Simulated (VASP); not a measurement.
# Ag (Fm-3m) in VASP: single point with LDA

Aim: the single point of Ag with LDA.

Program: VASP 6.6.1. These are calculated values, not measurements. Logs are shortened: lines on timing, memory, paths and dates and some standing lists are left out, and cuts for length are marked.

### 1 The structure

The structure is cubic, space group Fm-3m (No. 225). The conventional cell has a = 4.002 Å, b = 4.002 Å, c = 4.002 Å, α = 90.00°, β = 90.00°, γ = 90.00°. Ag (site symmetry m-3m) is surrounded by 12 Ag at 2.83 Å.

### 2 Single point, LDA

File INCAR:

```
SYSTEM = Ag
  PREC = Accurate
  ENCUT = 520
  EDIFF = 1E-6
  ISMEAR = 1
  SIGMA = 0.1
  LREAL = .False.
  LASPH = .True.
  NELM = 80
  ALGO = Fast
  ISIF = 2
  LWAVE = .False.
  LCHARG = .False.
  GGA = CA
  ICORELEVEL = 1
```

File KPOINTS:

```
regular mesh
0
Gamma
  14 14 27
  0 0 0
```

File POSCAR:

```
Ag
1.0
    2.8300959000      0.0000000000      0.0000000000
    0.0000000000      2.8300959000      0.0000000000
    1.4150479500      1.4150479500      2.0011800000
Ag
1
Direct
    0.0000000000      0.0000000000      0.0000000000
```

Potentials or basis: VASP PAW LDA potentials, release 64 (Ag).

Command:

```bash
> cat potpaw_LDA.64/Ag/POTCAR > POTCAR
> mpirun -np 1 vasp_std > vasp.out
```

OUTCAR:

```text
SYSTEM = Ag
   PREC = Accurate
   ENCUT = 520
   EDIFF = 1E-6
   ISMEAR = 1
   LREAL = .False.
   LASPH = .True.
   NELM = 80
   ISIF = 2
   GGA = CA

 ion  position               nearest neighbor table
   1  0.000  0.000  0.000-

  LATTYP: Found a face centered cubic cell.
 ALAT       =     4.0023600023

  Lattice vectors:

 A1 = (   1.4150479500,   1.4150479500,   2.0011800000)
 A2 = (   1.4150479500,  -1.4150479500,   2.0011800000)
 A3 = (   2.8300959000,   0.0000000000,   0.0000000000)

Analysis of symmetry for initial positions (statically):
=====================================================================
 Subroutine PRICEL returns:
 Original cell was already a primitive cell.

 Routine SETGRP: Setting up the symmetry group for a
 face centered cubic supercell.

 Subroutine GETGRP returns: Found 48 space group operations
 (whereof 48 operations were pure point group operations)
 out of a pool of 48 trial point group operations.

The static configuration has the point symmetry O_h .

Analysis of symmetry for dynamics (positions and initial velocities):
=====================================================================
 Subroutine PRICEL returns:
 Original cell was already a primitive cell.

 Routine SETGRP: Setting up the symmetry group for a
 face centered cubic supercell.

 Subroutine GETGRP returns: Found 48 space group operations
 (whereof 48 operations were pure point group operations)
 out of a pool of 48 trial point group operations.

The dynamic configuration has the point symmetry O_h .

 Subroutine INISYM returns: Found 48 space group operations
 (whereof 48 operations are pure point group operations),
 and found     1 'primitive' translations

----------------------------------------------------------------------------------------

                                     Primitive cell

  volume of cell :      16.0283

  direct lattice vectors                    reciprocal lattice vectors
     2.830095900  0.000000000  0.000000000     0.353344917  0.000000000 -0.249852587
     0.000000000  2.830095900  0.000000000     0.000000000  0.353344917 -0.249852587
     1.415047950  1.415047950  2.001180000     0.000000000  0.000000000  0.499705174

  length of vectors
     2.830095900  2.830095900  2.830095898     0.432757375  0.432757375  0.499705174

  position of ions in fractional coordinates (direct lattice)
     0.000000000  0.000000000  0.000000000

  ion indices of the primitive-cell ions
   primitive index   ion index
                 1           1

----------------------------------------------------------------------------------------

 KPOINTS: regular mesh

Automatic generation of k-mesh.
 Grid dimensions read from file:
 generate k-points for:   14   14   27

 Generating k-lattice:

  Cartesian coordinates                     Fractional coordinates (reciprocal lattice)
     0.025238923  0.000000000 -0.017846613     0.071428571  0.000000000  0.000000000
     0.000000000  0.025238923 -0.017846613     0.000000000  0.071428571  0.000000000
     0.000000000  0.000000000  0.018507599     0.000000000  0.000000000  0.037037037

  Length of vectors
     0.030911241  0.030911241  0.018507599

  Shift w.r.t. Gamma in fractional coordinates (k-lattice)
     0.000000000  0.000000000  0.000000000

 -----------------------------------------------------------------------------
|                                                                             |
|           W    W    AA    RRRRR   N    N  II  N    N   GGGG   !!!           |
|           W    W   A  A   R    R  NN   N  II  NN   N  G    G  !!!           |
|           W    W  A    A  R    R  N N  N  II  N N  N  G       !!!           |
|           W WW W  AAAAAA  RRRRR   N  N N  II  N  N N  G  GGG   !            |
|           WW  WW  A    A  R   R   N   NN  II  N   NN  G    G                |
|           W    W  A    A  R    R  N    N  II  N    N   GGGG   !!!           |
|                                                                             |
|     Your reciprocal lattice and k-lattice belong to different lattice       |
|     classes:                                                                |
|                                                                             |
|        The reciprocal lattice is body-centered cubic,                       |
|        whereas your k-lattice is base-centered monoclinic.                  |
|                                                                             |
|     Results are often still useful ...                                      |
|                                                                             |
 -----------------------------------------------------------------------------

 WARNING: IBZKPT: internal override: KBLOWUP is changed to .FALSE.
      ... skipping the blow-up phase ...

 Subroutine IBZKPT returns following result:
 ===========================================

 Found   1422 irreducible k-points:

 Following reciprocal coordinates:
            Coordinates               Weight
  0.000000  0.000000  0.000000      1.000000
  0.071429  0.000000  0.000000      4.000000
  0.142857  0.000000  0.000000      4.000000
  0.214286  0.000000  0.000000      4.000000
  0.285714  0.000000  0.000000      4.000000
  0.357143  0.000000  0.000000      4.000000
[... 16 lines left out ...]
  0.214286  0.142857 -0.000000      4.000000
  0.285714  0.142857  0.000000      4.000000
 [... further k-points ...]
   k-points           NKPTS =   1422   k-points in BZ     NKDIM =   1422   number of bands    NBANDS=      9
   number of dos      NEDOS =    301   number of ions     NIONS =      1
   total plane-waves  NPLWV =  13824
   dimension x,y,z NGX =    24 NGY =   24 NGZ =   24
   dimension x,y,z NGXF=    48 NGYF=   48 NGZF=   48
   ions per type =               1
   NGX,Y,Z   is equivalent  to a cutoff of  14.10, 14.10, 14.10 a.u.
   NGXF,Y,Z  is equivalent  to a cutoff of  28.20, 28.20, 28.20 a.u.
 SYSTEM =  Ag
   PREC   = accura    normal or accurate (medium, high low for compatibility)
   ISTART =      0    job   : 0-new  1-cont  2-samecut
   ICHARG =      2    charge: 1-file 2-atom 10-const
   ISPIN  =      1    spin polarized calculation?
   LNONCOLLINEAR =      F non collinear calculations
   LSORBIT =      F    spin-orbit coupling
   LASPH  =      T    aspherical Exc in radial PAW
   ENCUT  =  520.0 eV  38.22 Ry    6.18 a.u.   5.26  5.26  5.26*2*pi/ulx,y,z
   NELM   =     80;   NELMIN=  2; NELMDL= -5     # of ELM steps
   EDIFF  = 0.1E-05   stopping-criterion for ELM
   LREAL  =      F    real-space projection
   EDIFFG = 0.1E-04   stopping-criterion for IOM
   NSW    =      0    number of steps for IOM
   IBRION =     -1    ionic relax: 0-MD 1-quasi-New 2-CG
   NFREE  =      0    steps in history (QN), initial steepest desc. (CG)
   ISIF   =      2    stress and relaxation
   ISYM   =      2    0-nonsym 1-usesym 2-fastsym
   POTIM  = 0.5000    time-step for ionic-motion
   TEBEG  =    0.0;   TEEND  =   0.0 temperature during run
   PSTRESS=    0.0 pullay stress
   NELECT =      11.0000    total number of electrons
   NUPDOWN=      -1.0000    fix difference up-down
   EMIN   =  10.00;   EMAX   =-10.00  energy-range for DOS
   EFERMI =   0.00;   METHOD = LEGACY
   ISMEAR =     1;   SIGMA  =   0.10  broadening in eV -4-tet -1-fermi 0-gaus
   EFERMI_NEDOS =   21; number of points for ismear=-14 and -15
   IALGO  =     68    algorithm
   IMIX   =      4    mixing-type and parameters
     AMIX     =   0.40;   BMIX     =  1.00
     AMIX_MAG =   1.60;   BMIX_MAG =  1.00
  volume/ion in A,a.u.               =      16.03       108.16
  Fermi-wavevector in a.u.,A,eV,Ry     =   1.444030  2.728821 28.371180  2.085223
  Thomas-Fermi vector in A             =   2.562371
   LORBIT       =      0    0 simple, 1 ext, 2 COOP (PROOUT), +10 PAW based schemes
   GGA     = CA    functional components
   LHFCALC =     F    Hartree Fock is set to
   AEXX    =    0.0000 exact exchange contribution
   IVDW    =     0    specifies the selected vdW correction
   LEPSILON=     F    determine dielectric tensor
   LRPA    =     F    only Hartree local field effects (RPA)
 non-spin polarized calculation
 RMM-DIIS sequential band-by-band and
 Methfessel and Paxton  Order N= 1 SIGMA  =   0.10
  energy-cutoff  :      520.00
  volume of cell :       16.03
 maximum number of plane-waves:       446
 NGX is ok and might be reduce to    24
   NGX = 11   NGY = 11   NGZ = 11

 number of electron      11.0000002 magnetization

 Free energy of the ion-electron system (eV)
  ---------------------------------------------------
  ext. energy  EPLUGINS =         0.00000000
  ---------------------------------------------------
  free energy    TOTEN  =        -3.78271651 eV

  energy without entropy =       -3.78280866  energy(sigma->0) =       -3.78274723

 the core state eigenenergies are
   1-  1s -25171.2502  2s  -3701.0200  2p  -3324.0460  3s   -668.5752  3p   -544.2431
       3d   -346.8667  4s    -82.5752  4p    -46.3173

 E-fermi :   9.0360     XC(G=0): -12.9507

 val. band max:        9.0252105149   @ k =   0.5000   0.1429   0.2222
 cond. band min:       9.0379149596   @ k =  -0.0714   0.0000   0.3704
 fundamental gap:      0.0127044447
 Fermi energy:         9.0360107947

 k-point     1 :       0.0000    0.0000    0.0000
  band No.  band energies     occupation
      1       0.7526      2.00000
      2       4.0386      2.00000
      3       4.0386      2.00000
      4       4.0386      2.00000
      5       5.2144      2.00000
      6       5.2144      2.00000
      7      25.1826      0.00000
      8      29.0579      0.00000
      9      29.0579      0.00000

 k-point     2 :       0.0714    0.0000    0.0000
  band No.  band energies     occupation
      1       0.9200      2.00000
      2       3.9967      2.00000
      3       4.0874      2.00000
      4       4.0874      2.00000
      5       5.1952      2.00000
      6       5.1952      2.00000
      7      25.2445      0.00000
      8      27.8134      0.00000
      9      29.1602      0.00000
[... 253 lines left out ...]
 k-point    24 :       0.2857    0.1429    0.0000
  band No.  band energies     occupation
      1       2.8112      2.00000
      2       3.9640      2.00000
      3       4.4352      2.00000
      4       4.4784      2.00000
      5       5.3110      2.00000
      6       7.2538      2.00000
      7      17.8190      0.00000
      8      22.7598      0.00000
      9      26.7466      0.00000

 [... further k-points ...]

------------------------ aborting loop because EDIFF is reached ----------------------------------------

  FORCE on cell =-STRESS in cart. coord.  units (eV):
  Direction    XX          YY          ZZ          XY          YZ          ZX
  --------------------------------------------------------------------------------------
  -------------------------------------------------------------------------------------
  Total       -0.0038651     -0.0038651     -0.0038651      0.0000000      0.0000000      0.0000000
  in kB       -0.3863494     -0.3863494     -0.3863494      0.0000000      0.0000000      0.0000000
  external PRESSURE =      -0.3863494 kB  Pullay stress =       0.0000000 kB

 VOLUME and BASIS-vectors are now :
 -----------------------------------------------------------------------------
  energy-cutoff  :      520.00
  volume of cell :       16.03
      direct lattice vectors                 reciprocal lattice vectors
     2.830095900  0.000000000  0.000000000     0.353344917  0.000000000 -0.249852587
     0.000000000  2.830095900  0.000000000     0.000000000  0.353344917 -0.249852587
     1.415047950  1.415047950  2.001180000     0.000000000  0.000000000  0.499705174

 POSITION                                       TOTAL-FORCE (eV/Angst)
 -----------------------------------------------------------------------------------
      0.00000      0.00000      0.00000         0.000000      0.000000      0.000000
 -----------------------------------------------------------------------------------
    total drift:                                0.000000     -0.000000     -0.000000

  FREE ENERGIE OF THE ION-ELECTRON SYSTEM (eV)
  ---------------------------------------------------
  free  energy   TOTEN  =        -3.7827165115 eV

  energy  without entropy=       -3.7828086579  energy(sigma->0) =       -3.78274723
```

Run time: 86 s. Hardware: 1 thread of Intel Xeon Platinum 8488C (Sapphire Rapids), shared host; peak memory 0.33 GiB.

What came out:

| Property | Result |
| --- | --- |
| Free energy | -3.7827 eV |
| Pressure | 0.0 GPa |
| Band gap on the k mesh | none (metal or under the smearing width) |

Levels at points of the mesh, in eV from the Fermi level:
```csv
k point,band 2,band 3,band 4,band 5,band 6,band 7,band 8,band 9
"(0.00, 0.00, 0.00)",-5.00,-5.00,-5.00,-3.82,-3.82,16.15,20.02,20.02
"(0.50, 0.00, 0.00)",-5.02,-5.02,-2.93,-2.93,-0.60,3.94,15.41,18.37
"(0.50, 0.50, 0.00)",-6.68,-2.96,-2.69,-2.69,1.49,7.23,10.88,10.88
```

Core levels (eV, on the scale of the bands):
| atom | levels |
| --- | --- |
| 1 Ag | 1s -25171.3, 2s -3701.0, 2p -3324.0, 3s -668.6, 3p -544.2, 3d -346.9, 4s -82.6, 4p -46.3 |
